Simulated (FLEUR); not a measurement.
The system is HfC.

```
Hf C
1.0
     0.00000    2.32500    2.32500
     2.32500    0.00000    2.32500
     2.32500    2.32500    0.00000
Hf C
1 1
Direct
  0.50000 0.50000 0.50000
  0.00000 0.00000 0.00000
```

| Item | Value |
| --- | --- |
| Program | FLEUR MaX-R8.1 (later development tree) |
| Task | single point |
| Functional | PBEsol |
| Potentials or basis | all-electron |
| Basis | FLAPW |
| Kmax | 4.77 1/bohr |
| k mesh | 10 × 10 × 10 |
| Occupations | fermi-dirac, width 0.05 eV |
| Spin | no spin polarisation |
| Gmax | 14.8 1/bohr |
| Muffin-tin radii | Hf 2.44, C 1.51 bohr |
| lmax | Hf 10, C 8 |
| lnonsphr | Hf 10, C 8 |
| Local orbitals a species | Hf 4, C 3 |
| Max iterations | 60 |
| Mixing factor | 0.05 |
| Mixer | Anderson |
| Mixer history | 15 |

On this cell: largest force zero by symmetry; band gap on the k mesh none (metal or under the smearing width).

The same run follows on a disturbed copy (atoms moved at random, drawn with an rms of 0.05 Å):

```
Hf C
1.0
     0.00000    2.32500    2.32500
     2.32500    0.00000    2.32500
     2.32500    2.32500    0.00000
Hf C
1 1
Direct
  0.48872 0.50833 0.48842
  0.99015 0.01910 0.99366
```

Task: What changes?

Result: The energy (extrapolated to zero smearing) moves by +4.8 meV/atom; largest force 0.371 eV/Å; band gap on the k mesh none (metal or under the smearing width).

Forces on the atoms (eV/Å):
```
Hf   0.279  0.117  0.214
C   -0.279 -0.117 -0.214
```
